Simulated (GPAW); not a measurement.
# PbS (Galena) (Fm-3m) in GPAW: a series of runs

One crystal, PbS (Galena), is run at these levels: PBE, r2SCAN, PBE-EpsX, AM05, RPBE+D3; tasks: dielectric tensor, one-shot levels on a semilocal density, hybrid scf, equation of state.

Everything below comes from runs of GPAW 26.7.0. Logs are shortened: lines on timing, memory, paths and dates and some standing lists are left out, and cuts for length are marked. The log counts tension as positive stress, the text compression.

**The experiment to reproduce.**

A printed reference work, monograph reports, for a bulk crystal of PbS at 300 K: high-frequency dielectric constant 17.2.

The results are compared with them further down.

### 1 Starting point

It takes space group Fm-3m (No. 225, cubic). The conventional cell has a = 5.931 Å, b = 5.931 Å, c = 5.931 Å, α = 90.00°, β = 90.00°, γ = 90.00°. Pb (site symmetry m-3m) has 6 S at 2.97 Å as nearest neighbours. S (site symmetry m-3m) is surrounded by 6 Pb at 2.97 Å.

### 2 Dielectric tensor, PBE

run.py reads:

```python
import numpy as np
import spglib
from ase import Atoms
from ase.dft.bandgap import bandgap
from ase.io import read, write
from gpaw import GPAW, PW
from gpaw.response.df import DielectricFunction

atoms = read('PbS.cif')
cell, positions, numbers = spglib.find_primitive(
    (atoms.cell[:], atoms.get_scaled_positions(), atoms.numbers), symprec=1e-4)
atoms = Atoms(numbers, cell=cell, scaled_positions=positions, pbc=True)

calc = GPAW(mode=PW(450),
            xc='PBE',
            kpts={'size': (6, 6, 6), 'gamma': True},
            occupations={'name': 'fermi-dirac', 'width': 0.001},
            nbands=19,
            convergence={'density': 1e-06},
            maxiter=150,
            txt='gpaw.txt')
atoms.calc = calc
energy = atoms.get_potential_energy()
calc.write('gs.gpw')
write('result.traj', atoms)
print(f'Energy: {energy:.6f} eV')
print('Fermi level:', round(calc.get_fermi_level(), 4), 'eV')
print(f'Gap: {bandgap(calc)[0]:.4f} eV, direct: {bandgap(calc, direct=True)[0]:.4f} eV')

for size in [(14, 14, 14), (20, 20, 20)]:
    name = 'x'.join(str(n) for n in size)
    dense = calc.fixed_density(kpts={'size': size, 'gamma': True},
                               nbands=32, convergence={'bands': 26},
                               update_fermi_level=True, txt=f'dense-{name}.txt')
    dense.write(f'{name}.gpw', mode='all')
    df = DielectricFunction(f'{name}.gpw', frequencies=np.array([0.0]), hilbert=False, eta=0.001,
                            ecut=80, nbands=26, intraband=False, txt=f'df-{name}.txt')
    for xc in ['RPA', 'LR0.2', 'Bootstrap']:
        for direction in ['x', 'y', 'z', [0, 1, 1], [1, 0, 1], [1, 1, 0]]:
            e0, e = df.get_macroscopic_dielectric_constant(xc=xc, direction=direction)
            print(f'{name} {xc} {direction}: {e0:.4f} without, {e:.4f} with local fields')
```

PbS.cif reads:

```cif
data_PbS
_cell_length_a 5.93150000
_cell_length_b 5.93150000
_cell_length_c 5.93150000
_cell_angle_alpha 90.00000000
_cell_angle_beta 90.00000000
_cell_angle_gamma 90.00000000
_space_group_name_H-M_alt 'Fm-3m'
_space_group_name_Hall '-F 4 2 3'
_space_group_IT_number 225
loop_
_space_group_symop_operation_xyz
'x,y,z'
'-x,-y,-z'
'-y,x,z'
'y,-x,-z'
'-x,-y,z'
'x,y,-z'
'y,-x,z'
'-y,x,-z'
'x,-y,-z'
'-x,y,z'
'-y,-x,-z'
'y,x,z'
'-x,y,-z'
'x,-y,z'
'y,x,-z'
'-y,-x,z'
'z,x,y'
'-z,-x,-y'
'z,-y,x'
'-z,y,-x'
'z,-x,-y'
'-z,x,y'
'z,y,-x'
'-z,-y,x'
'-z,x,-y'
'z,-x,y'
'-z,-y,-x'
'z,y,x'
'-z,-x,y'
'z,x,-y'
'-z,y,x'
'z,-y,-x'
'y,z,x'
'-y,-z,-x'
'x,z,-y'
'-x,-z,y'
'-y,z,-x'
'y,-z,x'
'-x,z,y'
'x,-z,-y'
'-y,-z,x'
'y,z,-x'
'-x,-z,-y'
'x,z,y'
'y,-z,-x'
'-y,z,x'
'x,-z,y'
'-x,z,-y'
'x,y+1/2,z+1/2'
'-x,-y+1/2,-z+1/2'
'-y,x+1/2,z+1/2'
'y,-x+1/2,-z+1/2'
[... 63 lines left out ...]
'-z+1/2,y,-x+1/2'
'z+1/2,-x,-y+1/2'
'-z+1/2,x,y+1/2'
'z+1/2,y,-x+1/2'
'-z+1/2,-y,x+1/2'
'-z+1/2,x,-y+1/2'
'z+1/2,-x,y+1/2'
'-z+1/2,-y,-x+1/2'
'z+1/2,y,x+1/2'
'-z+1/2,-x,y+1/2'
'z+1/2,x,-y+1/2'
'-z+1/2,y,x+1/2'
'z+1/2,-y,-x+1/2'
'y+1/2,z,x+1/2'
'-y+1/2,-z,-x+1/2'
'x+1/2,z,-y+1/2'
'-x+1/2,-z,y+1/2'
'-y+1/2,z,-x+1/2'
'y+1/2,-z,x+1/2'
'-x+1/2,z,y+1/2'
'x+1/2,-z,-y+1/2'
'-y+1/2,-z,x+1/2'
'y+1/2,z,-x+1/2'
'-x+1/2,-z,-y+1/2'
'x+1/2,z,y+1/2'
'y+1/2,-z,-x+1/2'
'-y+1/2,z,x+1/2'
'x+1/2,-z,y+1/2'
'-x+1/2,z,-y+1/2'
'x+1/2,y+1/2,z'
'-x+1/2,-y+1/2,-z'
'-y+1/2,x+1/2,z'
'y+1/2,-x+1/2,-z'
'-x+1/2,-y+1/2,z'
'x+1/2,y+1/2,-z'
'y+1/2,-x+1/2,z'
'-y+1/2,x+1/2,-z'
'x+1/2,-y+1/2,-z'
'-x+1/2,y+1/2,z'
'-y+1/2,-x+1/2,-z'
'y+1/2,x+1/2,z'
'-x+1/2,y+1/2,-z'
'x+1/2,-y+1/2,z'
'y+1/2,x+1/2,-z'
'-y+1/2,-x+1/2,z'
'z+1/2,x+1/2,y'
'-z+1/2,-x+1/2,-y'
'z+1/2,-y+1/2,x'
'-z+1/2,y+1/2,-x'
'z+1/2,-x+1/2,-y'
'-z+1/2,x+1/2,y'
'z+1/2,y+1/2,-x'
'-z+1/2,-y+1/2,x'
'-z+1/2,x+1/2,-y'
'z+1/2,-x+1/2,y'
'-z+1/2,-y+1/2,-x'
'z+1/2,y+1/2,x'
'-z+1/2,-x+1/2,y'
'z+1/2,x+1/2,-y'
'-z+1/2,y+1/2,x'
'z+1/2,-y+1/2,-x'
'y+1/2,z+1/2,x'
'-y+1/2,-z+1/2,-x'
'x+1/2,z+1/2,-y'
'-x+1/2,-z+1/2,y'
'-y+1/2,z+1/2,-x'
'y+1/2,-z+1/2,x'
'-x+1/2,z+1/2,y'
'x+1/2,-z+1/2,-y'
'-y+1/2,-z+1/2,x'
'y+1/2,z+1/2,-x'
'-x+1/2,-z+1/2,-y'
'x+1/2,z+1/2,y'
'y+1/2,-z+1/2,-x'
'-y+1/2,z+1/2,x'
'x+1/2,-z+1/2,y'
'-x+1/2,z+1/2,-y'
loop_
_atom_site_label
_atom_site_type_symbol
_atom_site_symmetry_multiplicity
_atom_site_Wyckoff_symbol
_atom_site_fract_x
_atom_site_fract_y
_atom_site_fract_z
_atom_site_occupancy
Pb1 Pb 4 a 0.0000000000 0.0000000000 0.0000000000 1
S1 S 4 b 0.5000000000 0.0000000000 0.0000000000 1
```

Potentials or basis: GPAW PAW data sets (gpaw-data 1.2.1), pw.

On the command line:

```
> OMP_NUM_THREADS=1 python run.py
```

gpaw.txt:

```text
__  _  _
 | _ |_)|_||  |
 |__||  | ||/\| - 26.7.0

Input parameters:
  mode=PW(ecut=450.00000000000006),
  convergence={'density': 1e-06},
  kpts=MonkhorstPack(size=(6, 6, 6), gamma=True),
  maxiter=150,
  nbands=19,
  occupations=Occupations(name='fermi-dirac', width=0.001),
  xc=XC(name='PBE')

Diagonalizing LCAO Hamiltonian
Converting LCAO to pw mode

                S

       Pb

Atoms  # Å, Bohr magnetons
|   | symbol |        x |        y |        z |    initial magnetic moments |
|---|--------|----------|----------|----------|-----------------------------|
| 0 |     Pb | 0.000000 | 0.000000 | 0.000000 | ( 0.0000,  0.0000,  0.0000) |
| 1 |      S | 2.965750 | 2.965750 | 2.965750 | ( 0.0000,  0.0000,  0.0000) |

Unit cell  # Å
| periodic |        x |        y |        z |  lengths |    angles |
|----------|----------|----------|----------|----------|-----------|
|      yes | 0.000000 | 2.965750 | 2.965750 | 4.194204 | 60.000000 |
|      yes | 2.965750 | 0.000000 | 2.965750 | 4.194204 | 60.000000 |
|      yes | 2.965750 | 2.965750 | 0.000000 | 4.194204 | 60.000000 |

Number of symmetries: 48
Symmetry operations  # r_c * U_cc + t_c -> r_c
|    | kind |            matrix            |
|----|------|------------------------------|
|  0 |  σ   |  1, 0, 0,  1, 0,-1,  1,-1, 0 |
|  1 |  C2  |  1, 0, 0,  1,-1, 0,  1, 0,-1 |
|  2 |  E   |  1, 0, 0,  0, 1, 0,  0, 0, 1 |
|  3 |  σ   |  1, 0, 0,  0, 0, 1,  0, 1, 0 |
|  4 |  C4  |  1, 0,-1,  1, 0, 0,  1,-1, 0 |
|  5 |  S6  |  1, 0,-1,  1,-1, 0,  1, 0, 0 |
|  6 |  σ   |  1, 0,-1,  0, 1,-1,  0, 0,-1 |
|  7 |  C3  |  1, 0,-1,  0, 0,-1,  0, 1,-1 |
|  8 |  S6  |  1,-1, 0,  1, 0, 0,  1, 0,-1 |
|  9 |  C4  |  1,-1, 0,  1, 0,-1,  1, 0, 0 |
| 10 |  C3  |  1,-1, 0,  0,-1, 1,  0,-1, 0 |
| 11 |  σ   |  1,-1, 0,  0,-1, 0,  0,-1, 1 |
| 12 |  σ   |  0, 1, 0,  1, 0, 0,  0, 0, 1 |
| 13 |  C4  |  0, 1, 0,  0, 1,-1, -1, 1, 0 |
| 14 |  C3  |  0, 1, 0,  0, 0, 1,  1, 0, 0 |
| 15 |  S6  |  0, 1, 0, -1, 1, 0,  0, 1,-1 |
| 16 |  C2  |  0, 1,-1,  1, 0,-1,  0, 0,-1 |
| 17 |  σ   |  0, 1,-1,  0, 1, 0, -1, 1, 0 |
| 18 |  S4  |  0, 1,-1,  0, 0,-1,  1, 0,-1 |
| 19 |  C4  |  0, 1,-1, -1, 1, 0,  0, 1, 0 |
| 20 |  C3  |  0, 0, 1,  1, 0, 0,  0, 1, 0 |
| 21 |  σ   |  0, 0, 1,  0, 1, 0,  1, 0, 0 |
| 22 |  S6  |  0, 0, 1,  0,-1, 1, -1, 0, 1 |
| 23 |  C4  |  0, 0, 1, -1, 0, 1,  0,-1, 1 |
| 24 |  S4  |  0, 0,-1,  1, 0,-1,  0, 1,-1 |
| 25 |  C3  |  0, 0,-1,  0, 1,-1,  1, 0,-1 |
| 26 |  C2  |  0, 0,-1,  0,-1, 0, -1, 0, 0 |
| 27 |  S6  |  0, 0,-1, -1, 0, 0,  0,-1, 0 |
| 28 |  S4  |  0,-1, 1,  1,-1, 0,  0,-1, 0 |
| 29 |  C4  |  0,-1, 1,  0, 0, 1, -1, 0, 1 |
| 30 |  C2  |  0,-1, 1,  0,-1, 0,  1,-1, 0 |
| 31 |  σ   |  0,-1, 1, -1, 0, 1,  0, 0, 1 |
| 32 |  C3  |  0,-1, 0,  1,-1, 0,  0,-1, 1 |
| 33 |  S6  |  0,-1, 0,  0, 0,-1, -1, 0, 0 |
| 34 |  S4  |  0,-1, 0,  0,-1, 1,  1,-1, 0 |
| 35 |  C2  |  0,-1, 0, -1, 0, 0,  0, 0,-1 |
| 36 |  C2  | -1, 1, 0,  0, 1, 0,  0, 1,-1 |
| 37 |  S6  | -1, 1, 0,  0, 1,-1,  0, 1, 0 |
| 38 |  S4  | -1, 1, 0, -1, 0, 1, -1, 0, 0 |
| 39 |  C3  | -1, 1, 0, -1, 0, 0, -1, 0, 1 |
| 40 |  S6  | -1, 0, 1,  0, 0, 1,  0,-1, 1 |
| 41 |  C2  | -1, 0, 1,  0,-1, 1,  0, 0, 1 |
| 42 |  C3  | -1, 0, 1, -1, 1, 0, -1, 0, 0 |
| 43 |  S4  | -1, 0, 1, -1, 0, 0, -1, 1, 0 |
| 44 |  C2  | -1, 0, 0,  0, 0,-1,  0,-1, 0 |
| 45 |  i   | -1, 0, 0,  0,-1, 0,  0, 0,-1 |
| 46 |  σ   | -1, 0, 0, -1, 1, 0, -1, 0, 1 |
| 47 |  C2  | -1, 0, 0, -1, 0, 1, -1, 1, 0 |

BZ-sampling:
  Number of BZ points: 216
  Number of IBZ points: 16

  Monkhorst-Pack size: [6, 6, 6]
  Monkhorst-Pack shift: [0.08333333333333333, 0.08333333333333333, 0.08333333333333333]

K-points  # in reciprocal-cell coordinates
|     |                                coordinates |     weight |
|-----|--------------------------------------------|------------|
|   0 | (  0.00000000,   0.00000000,   0.00000000) | 0.00462963 |
|   1 | (  0.16666667,   0.16666667,   0.00000000) | 0.02777778 |
|   2 | (  0.16666667,   0.16666667,   0.16666667) | 0.03703704 |
|   3 | (  0.33333333,   0.16666667,   0.16666667) | 0.05555556 |
|   4 | (  0.33333333,   0.33333333,  -0.33333333) | 0.05555556 |
|   5 | (  0.33333333,   0.33333333,   0.00000000) | 0.02777778 |
|   6 | (  0.33333333,   0.33333333,   0.16666667) | 0.11111111 |
|   7 | (  0.33333333,   0.33333333,   0.33333333) | 0.03703704 |
|   8 | (  0.50000000,   0.33333333,  -0.33333333) | 0.11111111 |
|   9 | (  0.50000000,   0.33333333,  -0.16666667) | 0.05555556 |
| ... |                                            |            |
|  15 | (  0.50000000,   0.50000000,   0.50000000) | 0.01851852 |

Plane wave coefficients: 1158
Cutoff: 450.00000000000006 eV

Spin-components: 1 (collinear spins)
Bands:           19
Projectors:      11
Spin-degeneracy: 2
Datatype:        complex128

Density:
  Valence electrons: 20.0
  Components: 1
  Grid points: [21 21 21]
  Charge: 0.0  # |e|

Potential:
  Grid points: [21 21 21]

species:
  Pb:
    name:    Lead
    Z:       82.0
    valence: 14
    core:    68
    charge:  0.0  # [|e|]
    compensation charges:
      type: gauss
      rc: 0.38  # [Å]
      lmax: 2
    cutoffs:
      filter: 2.36  # [Å]
      core: 2.43  # [Å]
    projectors
    | kind |    occ | energy [eV] | rcut [Å] |
    |------|--------|-------------|----------|
    |   6s |  2.000 |     -11.969 |    1.259 |
    |   6p |  2.000 |      -3.506 |    1.275 |
    |   5d | 10.000 |     -21.211 |    1.217 |
    |    s |        |      15.243 |    1.259 |
    |    p |        |      23.705 |    1.275 |
    |    d |        |       6.001 |    1.217 |

    Using partial waves for Pb as LCAO basis

  S:
    name:    Sulfur
    Z:       16.0
    valence: 6
    core:    10
    charge:  0.0  # [|e|]
    compensation charges:
      type: gauss
      rc: 0.24  # [Å]
      lmax: 2
    cutoffs:
      filter: 1.77  # [Å]
      core: 1.66  # [Å]
    projectors
    | kind |    occ | energy [eV] | rcut [Å] |
    |------|--------|-------------|----------|
    |   3s |  2.000 |     -17.254 |    0.974 |
    |   3p |  4.000 |      -7.008 |    0.979 |
    |    s |        |       9.957 |    0.974 |
    |    p |        |      20.203 |    0.979 |
    |    d |        |       0.000 |    0.900 |

    Using partial waves for S as LCAO basis

Reference energy: -578132.083262  # eV

eigensolver:
  PPCG
  Converge bands: occupied
  niter=2

density mixing:
  MSR1-Mixer
  Pratt-step length: 0.05
  Maximum mixing coefficient: 0.75
  Old densities: 10
  SVD Regularization: 0.005
  Good broyden scale: 1.0
  Trust region scale: 1.0
  Backstep threshold: 4.0
  History deletion threshold: 6.0
  Fourier metric: weight=20.0, sigma=0.015

occupation numbers:
  Fermi-Dirac:
    width: 0.0010  # eV

poisson solver:
  ecut: 3600.0000000000005  # eV

xc functional:
  name: PBE with 2 nearest neighbor stencil

convergence criteria:
- Maximum integral of absolute [dens]ity change: 1e-06 electrons / valence electron
- Maximum [total energy] change in last 3 cyles: 0.0005 eV / valence electron
- Maximum integral of absolute [eigenst]ate change: 4e-08 eV^2 / valence electron
maximum number of iterations: 150

SCF iterations
|iter     | |      energy | eigst |  dens |
|---------|-|-------------|-------|-------|
|iter:   1| |   -9.378005 | -0.20 |       |
|iter:   2| |   -9.269502 | -2.03 | -1.16 |
|iter:   3| |   -8.943199 | -1.64 | -1.21 |
|iter:   4| |   -8.945225 | -3.80 | -1.81 |
|iter:   5| |   -8.946286c| -4.29 | -2.16 |
|iter:   6| |   -8.946322c| -5.65 | -3.15 |
|iter:   7| |   -8.946327c| -6.70 | -3.63 |
|iter:   8| |   -8.946327c| -7.68c| -4.45 |
|iter:   9| |   -8.946327c| -7.71c| -5.19 |
|iter:  10| |   -8.946327c| -8.76c| -5.60 |
|iter:  11| |   -8.946327c| -9.14c| -6.51c|

Converged in 11 steps
Energy contributions relative to reference atoms: (reference = -578132.083262)

Energy contributions:
  Kinetic:          18.865154
  Coulomb:         -19.190834
  Zero:              0.032367
  External:          0.000000
  Xc:               -8.653014
  Entropy:          -0.000000
  Spinorbit:         0.000000
  ----------------------------
  Free energy:      -8.946327
  Extrapolated:     -8.946327

dipole moment: (-25.076522, -25.076522, -25.076522)  # |e|*Ang

Fermi level: 6.338
Eigenvalues  # (at kpt = [0.000, 0.000, 0.000])
| band index |      eig [eV] | occ [0-2] |
|------------|---------------|-----------|
|          0 |       -10.578 |     2.000 |
|        ... |               |           |
|          2 |       -10.578 |     2.000 |
|          3 |       -10.568 |     2.000 |
|          4 |       -10.568 |     2.000 |
|          5 |        -7.358 |     2.000 |
|          6 |         0.259 |     2.000 |
|          7 |         4.049 |     2.000 |
[... 9 lines left out ...]
|         17 |        15.284 |     0.000 |
|         18 |        15.284 |     0.000 |

Gap: 0.312 eV
Transition (v -> c):
  (s=0, k=15, n=9, [0.50, 0.50, 0.50]) -> (s=0, k=15, n=10, [0.50, 0.50, 0.50])
No difference between direct/indirect transitions
# Writing to gs.gpw (mode='')
```

It took 5.1 min on 1 thread of Arm Neoverse V1, shared host; peak memory 0.58 GiB.

What came out:

| Quantity | Value |
| --- | --- |
| Free energy | -8.9463 eV |
| Band gap on the k mesh | 0.31 eV, direct |
| Electronic dielectric tensor (diagonal) | 17.24 |

Electronic dielectric tensor:
```
17.24  0.00  0.00
 0.00 17.24  0.00
 0.00  0.00 17.24
```

Caveat: the dielectric constant isn't converged in the k mesh; the gap is small at this level, which inflates the dielectric constant; the long-wavelength limit can be off by a per cent or two; spin-orbit coupling is left out, which as a rule narrows the gap of such compounds by several tenths of an eV.

[end of part 1 of 3]
